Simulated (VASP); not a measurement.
# MoS2 in VASP: further runs

One sheet, MoS2, is run at these levels: PBE+D3(BJ); tasks: single point.

Everything below comes from runs of VASP 6.6.1. Logs are shortened: lines on timing, memory, paths and dates and some standing lists are left out, and cuts for length are marked.

## Step 1: Starting point

The cell holds a sheet with vacuum, 3 atoms: a = 3.154 Å, b = 3.154 Å, c = 18.120 Å, α = 90.00°, β = 90.00°, γ = 120.00°.

The cell was built by a generator and needn't be a form met in nature.

## Step 2: Single point, PBE+D3(BJ)

INCAR

```
ALGO     = Normal         # electronic algorithm
EDIFF    = 1E-7           # SCF threshold, eV
ENCUT    = 520            # plane-wave cutoff, eV
GGA      = PE             # functional
ISIF     = 2              # what is computed and relaxed
ISMEAR   = 0              # smearing method
IVDW     = 12             # dispersion correction
LASPH    = T              # aspherical terms in the spheres
LCHARG   = T              # write CHGCAR
LELF     = T              # ELF
LREAL    = F              # projectors in reciprocal space
LVHAR    = T            
LWAVE    = F              # write WAVECAR
NBANDS   = 20             # bands
NELM     = 60             # most SCF steps
PREC     = Accurate       # precision mode
SIGMA    = 0.01           # smearing width, eV
```

KPOINTS

```
k-points
0
Gamma
  12 12 1
```

POSCAR

```
MoS2
1.0
    3.1538248000      0.0000000000      0.0000000000
   -1.5769124000      2.7312923959      0.0000000000
    0.0000000000      0.0000000000     18.1200000000
S Mo
2 1
Direct
    0.3333333333      0.6666666667      0.4134940270
    0.3333333333      0.6666666667      0.5865059730
    0.6666666667      0.3333333333      0.5000000000
```

Potentials or basis: VASP PAW PBE potentials, release 64 (S, Mo_sv).

Run with:

```sh
$ cat potpaw_PBE.64/S/POTCAR potpaw_PBE.64/Mo_sv/POTCAR > POTCAR
$ mpirun -np 1 vasp_std > vasp.out
```

OUTCAR:

```text
EDIFF = 1E-7
   ENCUT = 520
   GGA = PE
   ISIF = 2
   ISMEAR = 0
   IVDW = 12
   LASPH = T
   LREAL = F
   NELM = 60
   PREC = Accurate
 IVDW          = 12

 ion  position               nearest neighbor table
   1  0.333  0.667  0.413-   3 2.40   3 2.40   3 2.40
   2  0.333  0.667  0.587-   3 2.40   3 2.40   3 2.40
   3  0.667  0.333  0.500-   1 2.40   2 2.40   1 2.40   2 2.40   1 2.40   2 2.40

  LATTYP: Found a hexagonal cell.
 ALAT       =     3.1538248000
 C/A-ratio  =     5.7454047543

  Lattice vectors:

 A1 = (   3.1538248000,   0.0000000000,   0.0000000000)
 A2 = (  -1.5769124000,   2.7312923959,   0.0000000000)
 A3 = (   0.0000000000,   0.0000000000,  18.1200000000)

Analysis of symmetry for initial positions (statically):
=====================================================================
 Subroutine PRICEL returns:
 Original cell was already a primitive cell.

 Routine SETGRP: Setting up the symmetry group for a
 hexagonal supercell.

 Subroutine GETGRP returns: Found 12 space group operations
 (whereof 12 operations were pure point group operations)
 out of a pool of 24 trial point group operations.

The static configuration has the point symmetry D_3h.

Analysis of symmetry for dynamics (positions and initial velocities):
=====================================================================
 Subroutine PRICEL returns:
 Original cell was already a primitive cell.

 Routine SETGRP: Setting up the symmetry group for a
 hexagonal supercell.

 Subroutine GETGRP returns: Found 12 space group operations
 (whereof 12 operations were pure point group operations)
 out of a pool of 24 trial point group operations.

The dynamic configuration has the point symmetry D_3h.

 Subroutine INISYM returns: Found 12 space group operations
 (whereof 12 operations are pure point group operations),
 and found     1 'primitive' translations

----------------------------------------------------------------------------------------

                                     Primitive cell

  volume of cell :     156.0860

  direct lattice vectors                    reciprocal lattice vectors
     3.153824800  0.000000000  0.000000000     0.317075318  0.183063520  0.000000000
    -1.576912400  2.731292396  0.000000000     0.000000000  0.366127040  0.000000000
     0.000000000  0.000000000 18.120000000     0.000000000  0.000000000  0.055187638

  length of vectors
     3.153824800  3.153824800 18.120000000     0.366127040  0.366127040  0.055187638

  position of ions in fractional coordinates (direct lattice)
     0.333333333  0.666666667  0.413494027
     0.333333333  0.666666667  0.586505973
     0.666666667  0.333333333  0.500000000

  ion indices of the primitive-cell ions
   primitive index   ion index
                 1           1
                 2           2
                 3           3

----------------------------------------------------------------------------------------

 KPOINTS: k-points

Automatic generation of k-mesh.
 Grid dimensions read from file:
 generate k-points for:   12   12    1

 Generating k-lattice:

  Cartesian coordinates                     Fractional coordinates (reciprocal lattice)
     0.026422943  0.015255293  0.000000000     0.083333333  0.000000000  0.000000000
     0.000000000  0.030510587  0.000000000     0.000000000  0.083333333  0.000000000
     0.000000000  0.000000000  0.055187638     0.000000000  0.000000000  1.000000000

  Length of vectors
     0.030510587  0.030510587  0.055187638

  Shift w.r.t. Gamma in fractional coordinates (k-lattice)
     0.000000000  0.000000000  0.000000000

 Subroutine IBZKPT returns following result:
 ===========================================

 Found     19 irreducible k-points:

 Following reciprocal coordinates:
            Coordinates               Weight
  0.000000  0.000000  0.000000      1.000000
  0.083333  0.000000  0.000000      6.000000
  0.166667  0.000000  0.000000      6.000000
  0.250000  0.000000  0.000000      6.000000
  0.333333  0.000000  0.000000      6.000000
  0.416667  0.000000  0.000000      6.000000
[... 11 lines left out ...]
  0.333333  0.250000  0.000000     12.000000
  0.333333  0.333333  0.000000      2.000000
   k-points           NKPTS =     19   k-points in BZ     NKDIM =     19   number of bands    NBANDS=     20
   number of dos      NEDOS =    301   number of ions     NIONS =      3
   total plane-waves  NPLWV =  80640
   dimension x,y,z NGX =    24 NGY =   24 NGZ =  140
   dimension x,y,z NGXF=    48 NGYF=   48 NGZF=  280
   ions per type =               2   1
   NGX,Y,Z   is equivalent  to a cutoff of  12.65, 12.65, 12.84 a.u.
   NGXF,Y,Z  is equivalent  to a cutoff of  25.30, 25.30, 25.69 a.u.
 SYSTEM =  unknown system
   PREC   = accura    normal or accurate (medium, high low for compatibility)
   ISTART =      0    job   : 0-new  1-cont  2-samecut
   ICHARG =      2    charge: 1-file 2-atom 10-const
   ISPIN  =      1    spin polarized calculation?
   LNONCOLLINEAR =      F non collinear calculations
   LSORBIT =      F    spin-orbit coupling
   LASPH  =      T    aspherical Exc in radial PAW
   ENCUT  =  520.0 eV  38.22 Ry    6.18 a.u.   5.86  5.86 33.69*2*pi/ulx,y,z
   NELM   =     60;   NELMIN=  2; NELMDL= -5     # of ELM steps
   EDIFF  = 0.1E-06   stopping-criterion for ELM
   LREAL  =      F    real-space projection
   EDIFFG = 0.1E-05   stopping-criterion for IOM
   NSW    =      0    number of steps for IOM
   IBRION =     -1    ionic relax: 0-MD 1-quasi-New 2-CG
   NFREE  =      0    steps in history (QN), initial steepest desc. (CG)
   ISIF   =      2    stress and relaxation
   ISYM   =      2    0-nonsym 1-usesym 2-fastsym
   POTIM  = 0.5000    time-step for ionic-motion
   TEBEG  =    0.0;   TEEND  =   0.0 temperature during run
   PSTRESS=    0.0 pullay stress
   NELECT =      26.0000    total number of electrons
   NUPDOWN=      -1.0000    fix difference up-down
   EMIN   =  10.00;   EMAX   =-10.00  energy-range for DOS
   EFERMI =   0.00;   METHOD = LEGACY
   ISMEAR =     0;   SIGMA  =   0.01  broadening in eV -4-tet -1-fermi 0-gaus
   EFERMI_NEDOS =   21; number of points for ismear=-14 and -15
   IALGO  =     38    algorithm
   IMIX   =      4    mixing-type and parameters
     AMIX     =   0.40;   BMIX     =  1.00
     AMIX_MAG =   1.60;   BMIX_MAG =  1.00
  volume/ion in A,a.u.               =      52.03       351.11
  Fermi-wavevector in a.u.,A,eV,Ry     =   0.900765  1.702198 11.039452  0.811377
  Thomas-Fermi vector in A             =   2.023762
   LORBIT       =      0    0 simple, 1 ext, 2 COOP (PROOUT), +10 PAW based schemes
   GGA     = PE    functional components
   LHFCALC =     F    Hartree Fock is set to
   AEXX    =    0.0000 exact exchange contribution
   IVDW    =    12    specifies the selected vdW correction
   LEPSILON=     F    determine dielectric tensor
   LRPA    =     F    only Hartree local field effects (RPA)
 non-spin polarized calculation
 Gauss-broadening in eV      SIGMA  =   0.01
  energy-cutoff  :      520.00
  volume of cell :      156.09
 maximum number of plane-waves:      4236
 NGX is ok and might be reduce to    24
   NGX = 11   NGY = 11   NGZ = 67

 number of electron      25.9999999 magnetization

 Free energy of the ion-electron system (eV)
  ---------------------------------------------------
  ext. energy  EPLUGINS =         0.00000000
  ---------------------------------------------------
  free energy    TOTEN  =       -21.84378291 eV

  energy without entropy =      -21.84378291  energy(sigma->0) =      -21.84378291

 E-fermi :  -1.4086     XC(G=0):  -4.2539

 val. band max:       -1.5281948005   @ k =   0.3333   0.3333   0.0000
 cond. band min:       0.2536397291   @ k =   0.3333   0.3333   0.0000
 fundamental gap:      1.7818345296
 Fermi energy:        -1.4085591413

 k-point     1 :       0.0000    0.0000    0.0000
  band No.  band energies     occupation
      1     -62.3631      2.00000
      2     -36.5230      2.00000
      3     -36.2846      2.00000
      4     -36.2846      2.00000
      5     -15.6900      2.00000
      6     -14.3879      2.00000
[... 12 lines left out ...]
     19       4.0846      0.00000
     20       4.7800      0.00000

 k-point     2 :       0.0833    0.0000    0.0000
  band No.  band energies     occupation
      1     -62.3603      2.00000
      2     -36.5175      2.00000
      3     -36.3126      2.00000
      4     -36.2909      2.00000
      5     -15.5837      2.00000
      6     -14.3434      2.00000
[... 12 lines left out ...]
     19       4.2229      0.00000
     20       5.0919      0.00000

 k-point     3 :       0.1667    0.0000    0.0000
  band No.  band energies     occupation
      1     -62.3526      2.00000
      2     -36.5025      2.00000
      3     -36.3884      2.00000
      4     -36.3082      2.00000
      5     -15.2809      2.00000
      6     -14.2169      2.00000
[... 12 lines left out ...]
     19       4.6243      0.00000
     20       5.5673      0.00000

 k-point     4 :       0.2500    0.0000    0.0000
  band No.  band energies     occupation
      1     -62.3421      2.00000
      2     -36.4907      2.00000
      3     -36.4819      2.00000
      4     -36.3318      2.00000
      5     -14.8316      2.00000
      6     -14.0307      2.00000
[... 12 lines left out ...]
     19       5.2456      0.00000
     20       6.1614      0.00000

 k-point     5 :       0.3333    0.0000    0.0000
  band No.  band energies     occupation
      1     -62.3315      2.00000
      2     -36.5913      2.00000
      3     -36.4612      2.00000
      4     -36.3552      2.00000
      5     -14.3254      2.00000
      6     -13.8254      2.00000
[... 12 lines left out ...]
     19       5.9352      0.00000
     20       6.4114      0.00000
[... 238 lines left out ...]
      6     -13.5162      2.00000
[... 12 lines left out ...]
     19       7.6416      0.00000
     20       7.6818      0.00000

 k-point    17 :       0.2500    0.2500    0.0000
  band No.  band energies     occupation
      1     -62.3209      2.00000
      2     -36.6158      2.00000
      3     -36.4561      2.00000
      4     -36.4406      2.00000
      5     -13.7609      2.00000
      6     -13.5720      2.00000
[... 12 lines left out ...]
     19       6.8684      0.00000
     20       7.1478      0.00000

 k-point    18 :       0.3333    0.2500    0.0000
  band No.  band energies     occupation
      1     -62.3170      2.00000
      2     -36.6208      2.00000
      3     -36.4967      2.00000
      4     -36.4330      2.00000
      5     -13.5307      2.00000
      6     -13.4678      2.00000
[... 12 lines left out ...]
     19       6.7437      0.00000
     20       7.8049      0.00000

 k-point    19 :       0.3333    0.3333    0.0000
  band No.  band energies     occupation
      1     -62.3156      2.00000
      2     -36.5900      2.00000
      3     -36.5445      2.00000
      4     -36.4302      2.00000
      5     -13.4477      2.00000
      6     -13.4241      2.00000
[... 12 lines left out ...]
     19       6.0977      0.00000
     20       8.1182      0.00000

------------------------ aborting loop because EDIFF is reached ----------------------------------------

 Edisp (eV)   -0.95930

 E8    (eV) :    -0.4145

  FORCE on cell =-STRESS in cart. coord.  units (eV):
  Direction    XX          YY          ZZ          XY          YZ          ZX
  --------------------------------------------------------------------------------------
  -------------------------------------------------------------------------------------
  Total      -0.03369    -0.03369    -0.06833    -0.00000    -0.00000    -0.00000
  in kB      -0.34582    -0.34582    -0.70137    -0.00000    -0.00000    -0.00000
  external pressure =       -0.46 kB  Pullay stress =        0.00 kB

 VOLUME and BASIS-vectors are now :
 -----------------------------------------------------------------------------
  energy-cutoff  :      520.00
  volume of cell :      156.09
      direct lattice vectors                 reciprocal lattice vectors
     3.153824800  0.000000000  0.000000000     0.317075318  0.183063520  0.000000000
    -1.576912400  2.731292396  0.000000000     0.000000000  0.366127040  0.000000000
     0.000000000  0.000000000 18.120000000     0.000000000  0.000000000  0.055187638

 POSITION                                       TOTAL-FORCE (eV/Angst)
 -----------------------------------------------------------------------------------
     -0.00000      1.82086      7.49251         0.000000      0.000000      0.011909
     -0.00000      1.82086     10.62749        -0.000000      0.000000     -0.011909
      1.57691      0.91043      9.06000         0.000000     -0.000000      0.000000
 -----------------------------------------------------------------------------------
    total drift:                               -0.000000      0.000000      0.000000

  FREE ENERGIE OF THE ION-ELECTRON SYSTEM (eV)
  ---------------------------------------------------
  free  energy   TOTEN  =       -22.8030796316 eV

  energy  without entropy=      -22.8030796316  energy(sigma->0) =      -22.80307963
```

Wall time 75 s (1 thread of Intel Xeon Platinum 8488C (Sapphire Rapids), shared host); peak memory 0.28 GiB.

Results:

```yaml
Free_energy: -22.8031 eV
Largest_force: 0.012 eV/Å
Band_gap_on_the_k_mesh: 1.78 eV, direct
Dispersion_energy_per_atom: -0.320 eV
```

Forces in eV/Å, atoms in the order of the input:
```
S    0.000  0.000  0.012
S    0.000  0.000 -0.012
Mo   0.000  0.000  0.000
```

Levels at points of the mesh, in eV from the valence-band top:
| k point | band 10 | band 11 | band 12 | band 13 | band 14 | band 15 | band 16 | band 17 |
| --- | --- | --- | --- | --- | --- | --- | --- | --- |
| (0.00, 0.00, 0.00) | -1.86 | -1.45 | -1.45 | -0.09 | 2.84 | 2.84 | 3.07 | 3.07 |
| (0.50, 0.00, 0.00) | -3.15 | -1.95 | -0.91 | -0.65 | 2.35 | 2.85 | 3.92 | 4.38 |

## Step 3: Single point, PBE+D3(BJ)

This run uses another cell than the first one, of 52.23 Å³/atom, 1.004 times its volume.

INCAR

```
PREC = Accurate
ENCUT = 520
EDIFF = 1E-6
ISMEAR = 0
SIGMA = 0.01
LREAL = F
LASPH = T
NELM = 100
ALGO = Fast
ISIF = 2
LWAVE = F
LCHARG = T
GGA = PE
IVDW = 12
LELF = T
LVHAR = T
NBANDS = 20
```

KPOINTS

```
Automatic mesh
0
Gamma
  12 12 1
```

POSCAR

```
MoS2
1.0
    3.1600000000      0.0000000000      0.0000000000
   -1.5800000000      2.7366402760      0.0000000000
    0.0000000000      0.0000000000     18.1200000000
S Mo
2 1
Direct
    0.3333333333      0.6666666667      0.4139072848
    0.3333333333      0.6666666667      0.5860927152
    0.6666666667      0.3333333333      0.5000000000
```

Potentials or basis: VASP PAW PBE potentials, release 64 (S, Mo_sv).

Run with:

```sh
$ cat potpaw_PBE.64/S/POTCAR potpaw_PBE.64/Mo_sv/POTCAR > POTCAR
$ mpirun -np 1 vasp_std > vasp.out
```

OUTCAR:

```text
PREC = Accurate
   ENCUT = 520
   EDIFF = 1E-6
   ISMEAR = 0
   LREAL = F
   LASPH = T
   NELM = 100
   ISIF = 2
   GGA = PE
   IVDW = 12
 IVDW          = 12

 ion  position               nearest neighbor table
   1  0.333  0.667  0.414-   3 2.40   3 2.40   3 2.40
   2  0.333  0.667  0.586-   3 2.40   3 2.40   3 2.40
   3  0.667  0.333  0.500-   1 2.40   2 2.40   1 2.40   2 2.40   1 2.40   2 2.40

  LATTYP: Found a hexagonal cell.
 ALAT       =     3.1600000000
 C/A-ratio  =     5.7341772152

[... 624 lines left out ...]

 Edisp (eV)   -0.95695

 E8    (eV) :    -0.4136

  FORCE on cell =-STRESS in cart. coord.  units (eV):
  Direction    XX          YY          ZZ          XY          YZ          ZX
  --------------------------------------------------------------------------------------
  -------------------------------------------------------------------------------------
  Total      -0.10246    -0.10246     0.25323    -0.00000     0.00000     0.00000
  in kB      -1.04765    -1.04765     2.58922    -0.00000     0.00000     0.00000
  external pressure =        0.16 kB  Pullay stress =        0.00 kB

 VOLUME and BASIS-vectors are now :
 -----------------------------------------------------------------------------
  energy-cutoff  :      520.00
  volume of cell :      156.70
      direct lattice vectors                 reciprocal lattice vectors
     3.160000000  0.000000000  0.000000000     0.316455696  0.182705781  0.000000000
    -1.580000000  2.736640276  0.000000000     0.000000000  0.365411563  0.000000000
     0.000000000  0.000000000 18.120000000     0.000000000  0.000000000  0.055187638

 POSITION                                       TOTAL-FORCE (eV/Angst)
 -----------------------------------------------------------------------------------
     -0.00000      1.82443      7.50000         0.000000     -0.000000     -0.091211
     -0.00000      1.82443     10.62000         0.000000     -0.000000      0.091211
      1.58000      0.91221      9.06000        -0.000000      0.000000      0.000000
 -----------------------------------------------------------------------------------
    total drift:                               -0.000000      0.000000      0.000000

  FREE ENERGIE OF THE ION-ELECTRON SYSTEM (eV)
  ---------------------------------------------------
  free  energy   TOTEN  =       -22.8023158632 eV

  energy  without entropy=      -22.8023158632  energy(sigma->0) =      -22.80231586
```

stdout:

```text
POSCAR found type information on POSCAR S Mo
 POSCAR found :  2 types and       3 ions
 scaLAPACK will be used
 LDA part: xc-table for (Slater+PW92), standard interpolation
 POSCAR, INCAR and KPOINTS ok, starting setup
 FFT: planning ... GRIDC
 FFT: planning ... GRID_SOFT
 FFT: planning ... GRID
 WAVECAR not read
 entering main loop
```

Wall time 73 s (1 thread of Intel Xeon Platinum 8488C (Sapphire Rapids), shared host); peak memory 0.29 GiB.

What came out:

* Free energy: -22.8023 eV
* Largest force: 0.091 eV/Å
* Band gap on the k mesh: 1.75 eV, direct
* Dispersion energy per atom: -0.319 eV

Forces in eV/Å, atoms in the order of the input:
```
S    0.000  0.000 -0.091
S    0.000  0.000  0.091
Mo   0.000  0.000  0.000
```

PBE gaps usually lie below the measured ones, often by a third to a half.
